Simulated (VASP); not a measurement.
# BP (F-43m) in VASP: settings compared

Aim: see how the results for BP move with the level of theory and the settings. Levels: PBE, PBEsol. Tasks: relaxation of cell and atoms.

All numbers are computed with VASP 6.6.1; they aren't measurements. Logs are shortened: lines on timing, memory, paths and dates and some standing lists are left out, and cuts for length are marked.

### 1 The structure

The structure is cubic, space group F-43m (No. 216). The conventional cell has a = 4.538 Å, b = 4.538 Å, c = 4.538 Å, α = 90.00°, β = 90.00°, γ = 90.00°. B (site symmetry -43m) has 4 P at 1.97 Å as nearest neighbours. Around P (site symmetry -43m) lie 4 B at 1.97 Å.

### 2 Relaxation of cell and atoms, PBE

INCAR

```
SYSTEM = BP
ALGO = Normal ; EDIFF = 1E-6
EDIFFG = -0.01 ; ENCUT = 600
GGA = PE ; IBRION = 2
ISIF = 3 ; ISMEAR = 0
LASPH = .TRUE. ; LCHARG = .FALSE.
LREAL = .FALSE. ; LWAVE = .FALSE.
NELM = 80 ; NSW = 90
PREC = Accurate ; SIGMA = 0.03
```

KPOINTS

```
k-points
0
G
  10 10 10
  0 0 0
```

POSCAR

```
BP
1.0
    0.0000000000      2.2690000000      2.2690000000
    2.2690000000      0.0000000000      2.2690000000
    2.2690000000      2.2690000000      0.0000000000
B P
1 1
Direct
    0.0000000000      0.0000000000      0.0000000000
    0.2500000000      0.2500000000      0.2500000000
```

Potentials or basis: VASP PAW PBE potentials, release 64 (B, P).

Launch:

```sh
$ cat potpaw_PBE.64/B/POTCAR potpaw_PBE.64/P/POTCAR > POTCAR
$ mpirun -np 1 vasp_std > vasp.out
```

OUTCAR:

```text
SYSTEM = BP
   EDIFF = 1E-6
   EDIFFG = -0.01
   ENCUT = 600
   GGA = PE
   IBRION = 2
   ISIF = 3
   ISMEAR = 0
   LASPH = .TRUE.
   LREAL = .FALSE.
   NELM = 80
   NSW = 90
   PREC = Accurate

 ion  position               nearest neighbor table
   1  0.000  0.000  0.000-   2 1.97   2 1.97   2 1.97   2 1.97
   2  0.250  0.250  0.250-   1 1.97   1 1.97   1 1.97   1 1.97

  LATTYP: Found a face centered cubic cell.
 ALAT       =     4.5380000000

  Lattice vectors:

 A1 = (   0.0000000000,   2.2690000000,   2.2690000000)
 A2 = (   2.2690000000,   0.0000000000,   2.2690000000)
 A3 = (   2.2690000000,   2.2690000000,   0.0000000000)

Analysis of symmetry for initial positions (statically):
=====================================================================
 Subroutine PRICEL returns:
 Original cell was already a primitive cell.

 Routine SETGRP: Setting up the symmetry group for a
 face centered cubic supercell.

 Subroutine GETGRP returns: Found 24 space group operations
 (whereof 24 operations were pure point group operations)
 out of a pool of 48 trial point group operations.

The static configuration has the point symmetry T_d .

Analysis of symmetry for dynamics (positions and initial velocities):
=====================================================================
 Subroutine PRICEL returns:
 Original cell was already a primitive cell.

 Routine SETGRP: Setting up the symmetry group for a
 face centered cubic supercell.

 Subroutine GETGRP returns: Found 24 space group operations
 (whereof 24 operations were pure point group operations)
 out of a pool of 48 trial point group operations.

The dynamic configuration has the point symmetry T_d .

 Subroutine INISYM returns: Found 24 space group operations
 (whereof 24 operations are pure point group operations),
 and found     1 'primitive' translations

----------------------------------------------------------------------------------------

                                     Primitive cell

  volume of cell :      23.3633

  direct lattice vectors                    reciprocal lattice vectors
     0.000000000  2.269000000  2.269000000    -0.220361393  0.220361393  0.220361393
     2.269000000  0.000000000  2.269000000     0.220361393 -0.220361393  0.220361393
     2.269000000  2.269000000  0.000000000     0.220361393  0.220361393 -0.220361393

  length of vectors
     3.208850573  3.208850573  3.208850573     0.381677128  0.381677128  0.381677128

  position of ions in fractional coordinates (direct lattice)
     0.000000000  0.000000000  0.000000000
     0.250000000  0.250000000  0.250000000

  ion indices of the primitive-cell ions
   primitive index   ion index
                 1           1
                 2           2

----------------------------------------------------------------------------------------

 KPOINTS: k-points

Automatic generation of k-mesh.
 Grid dimensions read from file:
 generate k-points for:   10   10   10

 Generating k-lattice:

  Cartesian coordinates                     Fractional coordinates (reciprocal lattice)
    -0.022036139  0.022036139  0.022036139     0.100000000  0.000000000  0.000000000
     0.022036139 -0.022036139  0.022036139     0.000000000  0.100000000  0.000000000
     0.022036139  0.022036139 -0.022036139     0.000000000  0.000000000  0.100000000

  Length of vectors
     0.038167713  0.038167713  0.038167713

  Shift w.r.t. Gamma in fractional coordinates (k-lattice)
     0.000000000  0.000000000  0.000000000

 Subroutine IBZKPT returns following result:
 ===========================================

 Found     47 irreducible k-points:

 Following reciprocal coordinates:
            Coordinates               Weight
  0.000000  0.000000  0.000000      1.000000
  0.100000  0.000000  0.000000      8.000000
  0.200000  0.000000  0.000000      8.000000
  0.300000  0.000000  0.000000      8.000000
  0.400000  0.000000  0.000000      8.000000
  0.500000  0.000000  0.000000      4.000000
[... 16 lines left out ...]
  0.300000  0.300000  0.000000      6.000000
  0.400000  0.300000  0.000000     24.000000
 [... further k-points ...]
   k-points           NKPTS =     47   k-points in BZ     NKDIM =     47   number of bands    NBANDS=      8
   number of dos      NEDOS =    301   number of ions     NIONS =      2
   total plane-waves  NPLWV =  21952
   dimension x,y,z NGX =    28 NGY =   28 NGZ =   28
   dimension x,y,z NGXF=    56 NGYF=   56 NGZF=   56
   ions per type =               1   1
   NGX,Y,Z   is equivalent  to a cutoff of  14.51, 14.51, 14.51 a.u.
   NGXF,Y,Z  is equivalent  to a cutoff of  29.01, 29.01, 29.01 a.u.
 SYSTEM =  BP
   PREC   = accura    normal or accurate (medium, high low for compatibility)
   ISTART =      0    job   : 0-new  1-cont  2-samecut
   ICHARG =      2    charge: 1-file 2-atom 10-const
   ISPIN  =      1    spin polarized calculation?
   LNONCOLLINEAR =      F non collinear calculations
   LSORBIT =      F    spin-orbit coupling
   LASPH  =      T    aspherical Exc in radial PAW
   ENCUT  =  600.0 eV  44.10 Ry    6.64 a.u.   6.41  6.41  6.41*2*pi/ulx,y,z
   NELM   =     80;   NELMIN=  2; NELMDL= -5     # of ELM steps
   EDIFF  = 0.1E-05   stopping-criterion for ELM
   LREAL  =      F    real-space projection
   EDIFFG = -.1E-01   stopping-criterion for IOM
   NSW    =     90    number of steps for IOM
   IBRION =      2    ionic relax: 0-MD 1-quasi-New 2-CG
   NFREE  =      1    steps in history (QN), initial steepest desc. (CG)
   ISIF   =      3    stress and relaxation
   ISYM   =      2    0-nonsym 1-usesym 2-fastsym
   POTIM  = 0.5000    time-step for ionic-motion
   TEBEG  =    0.0;   TEEND  =   0.0 temperature during run
   PSTRESS=    0.0 pullay stress
   NELECT =       8.0000    total number of electrons
   NUPDOWN=      -1.0000    fix difference up-down
   EMIN   =  10.00;   EMAX   =-10.00  energy-range for DOS
   EFERMI =   0.00;   METHOD = LEGACY
   ISMEAR =     0;   SIGMA  =   0.03  broadening in eV -4-tet -1-fermi 0-gaus
   EFERMI_NEDOS =   21; number of points for ismear=-14 and -15
   IALGO  =     38    algorithm
   IMIX   =      4    mixing-type and parameters
     AMIX     =   0.40;   BMIX     =  1.00
     AMIX_MAG =   1.60;   BMIX_MAG =  1.00
  volume/ion in A,a.u.               =      11.68        78.83
  Fermi-wavevector in a.u.,A,eV,Ry     =   1.145320  2.164342 17.847562  1.311759
  Thomas-Fermi vector in A             =   2.282009
   LORBIT       =      0    0 simple, 1 ext, 2 COOP (PROOUT), +10 PAW based schemes
   GGA     = PE    functional components
   LHFCALC =     F    Hartree Fock is set to
   AEXX    =    0.0000 exact exchange contribution
   IVDW    =     0    specifies the selected vdW correction
   LEPSILON=     F    determine dielectric tensor
   LRPA    =     F    only Hartree local field effects (RPA)
 conjugate gradient relaxation of ions
 non-spin polarized calculation
 Gauss-broadening in eV      SIGMA  =   0.03
  energy-cutoff  :      600.00
  volume of cell :       23.36
 maximum number of plane-waves:       794
 NGX is ok and might be reduce to    28
   NGX = 13   NGY = 13   NGZ = 13

--------------------------------------- Ionic step        1  -------------------------------------------

 number of electron       8.0000000 magnetization

 Free energy of the ion-electron system (eV)
  ---------------------------------------------------
  ext. energy  EPLUGINS =         0.00000000
  ---------------------------------------------------
  free energy    TOTEN  =       -12.93208109 eV

  energy without entropy =      -12.93208109  energy(sigma->0) =      -12.93208109

------------------------ aborting loop because EDIFF is reached ----------------------------------------

  FORCE on cell =-STRESS in cart. coord.  units (eV):
  Direction    XX          YY          ZZ          XY          YZ          ZX
  --------------------------------------------------------------------------------------
  -------------------------------------------------------------------------------------
  Total        0.1305966      0.1305966      0.1305966     -0.0000000     -0.0000000     -0.0000000
  in kB        8.9558933      8.9558933      8.9558933     -0.0000000     -0.0000000     -0.0000000
  external PRESSURE =       8.9558933 kB  Pullay stress =       0.0000000 kB

 VOLUME and BASIS-vectors are now :
 -----------------------------------------------------------------------------
  energy-cutoff  :      600.00
  volume of cell :       23.36
      direct lattice vectors                 reciprocal lattice vectors
     0.000000000  2.269000000  2.269000000    -0.220361393  0.220361393  0.220361393
     2.269000000  0.000000000  2.269000000     0.220361393 -0.220361393  0.220361393
     2.269000000  2.269000000  0.000000000     0.220361393  0.220361393 -0.220361393
[... 37 lines left out ...]
 POSITION                                       TOTAL-FORCE (eV/Angst)
 -----------------------------------------------------------------------------------
      4.55230      4.55230      4.55230        -0.000000     -0.000000     -0.000000
      1.13807      1.13807      1.13807         0.000000      0.000000      0.000000
 -----------------------------------------------------------------------------------
    total drift:                               -0.000000     -0.000000      0.000000

  FREE ENERGIE OF THE ION-ELECTRON SYSTEM (eV)
  ---------------------------------------------------
  free  energy   TOTEN  =       -12.9322501332 eV

  energy  without entropy=      -12.9322501332  energy(sigma->0) =      -12.93225013

--------------------------------------- Ionic step        3  -------------------------------------------

 number of electron       8.0000000 magnetization

 Free energy of the ion-electron system (eV)
  ---------------------------------------------------
  ext. energy  EPLUGINS =         0.00000000
  ---------------------------------------------------
  free energy    TOTEN  =       -12.93243696 eV

  energy without entropy =      -12.93243696  energy(sigma->0) =      -12.93243696

 E-fermi :   7.5155     XC(G=0): -10.8837

 val. band max:        7.3678803659   @ k =   0.0000   0.0000   0.0000
 cond. band min:       8.6147463014   @ k =   0.4000   0.4000   0.0000
 fundamental gap:      1.2468659356
 Fermi energy:         7.5154911197

 k-point     1 :       0.0000    0.0000    0.0000
  band No.  band energies     occupation
      1      -8.0434      2.00000
      2       7.3679      2.00000
      3       7.3679      2.00000
      4       7.3679      2.00000
      5      10.7606      0.00000
      6      10.7606      0.00000
      7      10.7606      0.00000
      8      14.6595      0.00000

 k-point     2 :       0.1000    0.0000    0.0000
  band No.  band energies     occupation
      1      -7.8641      2.00000
      2       6.0696      2.00000
      3       7.0744      2.00000
      4       7.0744      2.00000
      5      11.1668      0.00000
      6      11.1668      0.00000
      7      11.1918      0.00000
      8      15.1862      0.00000
[... 221 lines left out ...]
 k-point    23 :       0.3000    0.3000    0.0000
  band No.  band energies     occupation
      1      -5.9388      2.00000
      2       2.5410      2.00000
      3       4.1631      2.00000
      4       4.1631      2.00000
      5       8.8965      0.00000
      6      11.2806      0.00000
      7      16.1988      0.00000
      8      16.1988      0.00000

 k-point    24 :       0.4000    0.3000    0.0000
  band No.  band energies     occupation
      1      -5.1184      2.00000
      2       1.2198      2.00000
      3       3.3399      2.00000
      4       3.8697      2.00000
      5       9.1838      0.00000
      6      10.9927      0.00000
      7      16.8071      0.00000
      8      16.8210      0.00000

 [... further k-points ...]

------------------------ aborting loop because EDIFF is reached ----------------------------------------

  FORCE on cell =-STRESS in cart. coord.  units (eV):
  Direction    XX          YY          ZZ          XY          YZ          ZX
  --------------------------------------------------------------------------------------
  -------------------------------------------------------------------------------------
  Total        0.0011413      0.0011413      0.0011413      0.0000000      0.0000000      0.0000000
  in kB        0.0778391      0.0778391      0.0778391      0.0000000      0.0000000      0.0000000
  external PRESSURE =       0.0778391 kB  Pullay stress =       0.0000000 kB

 VOLUME and BASIS-vectors are now :
 -----------------------------------------------------------------------------
  energy-cutoff  :      600.00
  volume of cell :       23.49
      direct lattice vectors                 reciprocal lattice vectors
    -0.000000000  2.273133214  2.273133214    -0.219960712  0.219960712  0.219960712
     2.273133214  0.000000000  2.273133214     0.219960712 -0.219960712  0.219960712
     2.273133214  2.273133214 -0.000000000     0.219960712  0.219960712 -0.219960712

 POSITION                                       TOTAL-FORCE (eV/Angst)
 -----------------------------------------------------------------------------------
      0.00000      0.00000      0.00000        -0.000000     -0.000000      0.000000
      1.13657      1.13657      1.13657         0.000000      0.000000     -0.000000
 -----------------------------------------------------------------------------------
    total drift:                               -0.000000     -0.000000      0.000000

  FREE ENERGIE OF THE ION-ELECTRON SYSTEM (eV)
  ---------------------------------------------------
  free  energy   TOTEN  =       -12.9324369647 eV

  energy  without entropy=      -12.9324369647  energy(sigma->0) =      -12.93243696

 reached required accuracy - stopping structural energy minimisation
```

Run time: 12 s. Hardware: 1 thread of Intel Xeon Platinum 8488C (Sapphire Rapids), shared host; peak memory 0.15 GiB.

What came out:

| Property | Result |
| --- | --- |
| Free energy | -12.9324 eV |
| Relaxed volume | 11.75 Å³/atom |
| Relaxed cell | a = 3.215 Å, b = 3.215 Å, c = 3.215 Å, α = 60.00°, β = 60.00°, γ = 60.00° |
| Space group after relaxing (to 0.05 Å) | F-43m (No. 216) |
| Energy gained by relaxing | 0.2 meV/atom |
| Ionic steps | 3 |
| Pressure after relaxing | 0.0 GPa |
| Band gap on the k mesh | 1.25 eV, indirect (least direct gap 3.39 eV) |

Step by step:
```
step  energy change (eV)  largest force (eV/Å)  pressure (GPa)  volume (Å³)
   1              0.0000                0.0000            0.90        23.36
   2             -0.0002                0.0000           -0.63        23.58
   3             -0.0004                0.0000            0.01        23.49
```

Final structure:
```
B P
1.0
     0.00000    2.27313    2.27313
     2.27313    0.00000    2.27313
     2.27313    2.27313    0.00000
B P
1 1
Direct
  0.00000 0.00000 0.00000
  0.25000 0.25000 0.25000
```

Levels at points of the mesh, in eV from the valence-band top:
| k point | band 1 | band 2 | band 3 | band 4 | band 5 | band 6 | band 7 | band 8 |
| --- | --- | --- | --- | --- | --- | --- | --- | --- |
| (0.00, 0.00, 0.00) | -15.41 | 0.00 | 0.00 | 0.00 | 3.39 | 3.39 | 3.39 | 7.29 |
| (0.50, 0.00, 0.00) | -12.11 | -8.99 | -1.75 | -1.75 | 3.75 | 4.71 | 4.71 | 10.11 |
| (0.50, 0.50, 0.00) | -10.59 | -8.55 | -4.09 | -4.09 | 1.34 | 1.66 | 12.07 | 12.07 |

A k mesh can miss the band edges. Zero-point motion and thermal expansion aren't in these numbers.

### 3 Relaxation of cell and atoms, PBE

This run uses another cell than the first one, of 11.75 Å³/atom, 1.005 times its volume.

Changes to INCAR since step 2:

```diff
@@ -1,4 +1,4 @@
 SYSTEM = BP
-ALGO = Normal ; EDIFF = 1E-6
-EDIFFG = -0.01 ; ENCUT = 600
+ALGO = Normal ; EDIFF = 1E-7
+EDIFFG = -0.005 ; ENCUT = 600
 GGA = PE ; IBRION = 2
```

KPOINTS is that of step 2.

POSCAR

```
BP                                      
1.0
   -0.0000000000      2.2731332140      2.2731332140
    2.2731332140      0.0000000000      2.2731332140
    2.2731332140      2.2731332140     -0.0000000000
  B               P             
     1     1
Direct
     0.0000000000000000    0.0000000000000000    0.0000000000000000
     0.2500000000000000    0.2500000000000000    0.2500000000000000
```

Potentials or basis: VASP PAW PBE potentials, release 64 (B, P).

Launch:

```sh
$ cat potpaw_PBE.64/B/POTCAR potpaw_PBE.64/P/POTCAR > POTCAR
$ mpirun -np 1 vasp_std > vasp.out
```

OUTCAR:

```text
SYSTEM = BP
   EDIFF = 1E-7
   EDIFFG = -0.005
   ENCUT = 600
   GGA = PE
   IBRION = 2
   ISIF = 3
   ISMEAR = 0
   LASPH = .TRUE.
   LREAL = .FALSE.
   NELM = 80
   NSW = 90
   PREC = Accurate

 ion  position               nearest neighbor table
   1  0.000  0.000  0.000-   2 1.97   2 1.97   2 1.97   2 1.97
   2  0.250  0.250  0.250-   1 1.97   1 1.97   1 1.97   1 1.97

  LATTYP: Found a face centered cubic cell.
 ALAT       =     4.5462664280
[... 458 lines left out ...]

  FORCE on cell =-STRESS in cart. coord.  units (eV):
  Direction    XX          YY          ZZ          XY          YZ          ZX
  --------------------------------------------------------------------------------------
  -------------------------------------------------------------------------------------
  Total        0.0009082      0.0009082      0.0009082      0.0000000     -0.0000000     -0.0000000
  in kB        0.0619443      0.0619443      0.0619443      0.0000000     -0.0000000     -0.0000000
  external PRESSURE =       0.0619443 kB  Pullay stress =       0.0000000 kB

 VOLUME and BASIS-vectors are now :
 -----------------------------------------------------------------------------
  energy-cutoff  :      600.00
  volume of cell :       23.49
      direct lattice vectors                 reciprocal lattice vectors
     0.000000000  2.273133214  2.273133214    -0.219960712  0.219960712  0.219960712
     2.273133214  0.000000000  2.273133214     0.219960712 -0.219960712  0.219960712
     2.273133214  2.273133214  0.000000000     0.219960712  0.219960712 -0.219960712

 POSITION                                       TOTAL-FORCE (eV/Angst)
 -----------------------------------------------------------------------------------
      0.00000      0.00000      0.00000         0.000000     -0.000000     -0.000000
      1.13657      1.13657      1.13657        -0.000000      0.000000      0.000000
 -----------------------------------------------------------------------------------
    total drift:                               -0.000000     -0.000000      0.000000

  FREE ENERGIE OF THE ION-ELECTRON SYSTEM (eV)
  ---------------------------------------------------
  free  energy   TOTEN  =       -12.9324860481 eV

  energy  without entropy=      -12.9324860481  energy(sigma->0) =      -12.93248605

 reached required accuracy - stopping structural energy minimisation
```

CONTCAR:

```text
BP
   1.00000000000000
     0.0000000000000000    2.2731332140000000    2.2731332140000000
     2.2731332140000000    0.0000000000000000    2.2731332140000000
     2.2731332140000000    2.2731332140000000    0.0000000000000000
  B               P
     1     1
Direct
     0.0000000000000000    0.0000000000000000    0.0000000000000000
     0.2500000000000000    0.2500000000000000    0.2500000000000000

  0.00000000E+00  0.00000000E+00  0.00000000E+00
  0.00000000E+00  0.00000000E+00  0.00000000E+00
```

Run time: 7.1 s. Hardware: 1 thread of Intel Xeon Platinum 8488C (Sapphire Rapids), shared host; peak memory 0.15 GiB.

Results:

```yaml
Free_energy: -12.9325 eV
Pressure_after_relaxing: 0.0 GPa
Band_gap_on_the_k_mesh: 1.25 eV, indirect (least direct gap 3.39 eV)
```

Final structure:
```
CELL_PARAMETERS angstrom
0.00000 2.27313 2.27313
2.27313 0.00000 2.27313
2.27313 2.27313 0.00000
ATOMIC_POSITIONS crystal
B 0.00000 0.00000 0.00000
P 0.25000 0.25000 0.25000
```

Levels at points of the mesh, in eV from the valence-band top:
| k point | band 1 | band 2 | band 3 | band 4 | band 5 | band 6 | band 7 | band 8 |
| --- | --- | --- | --- | --- | --- | --- | --- | --- |
| (0.00, 0.00, 0.00) | -15.41 | 0.00 | 0.00 | 0.00 | 3.39 | 3.39 | 3.39 | 7.29 |
| (0.50, 0.00, 0.00) | -12.11 | -8.99 | -1.75 | -1.75 | 3.75 | 4.71 | 4.71 | 10.11 |
| (0.50, 0.50, 0.00) | -10.59 | -8.55 | -4.09 | -4.09 | 1.34 | 1.66 | 12.07 | 12.07 |

Caveat: the relaxation stopped at its first step, so nothing moved.

(Continued in part 2 of 2.)
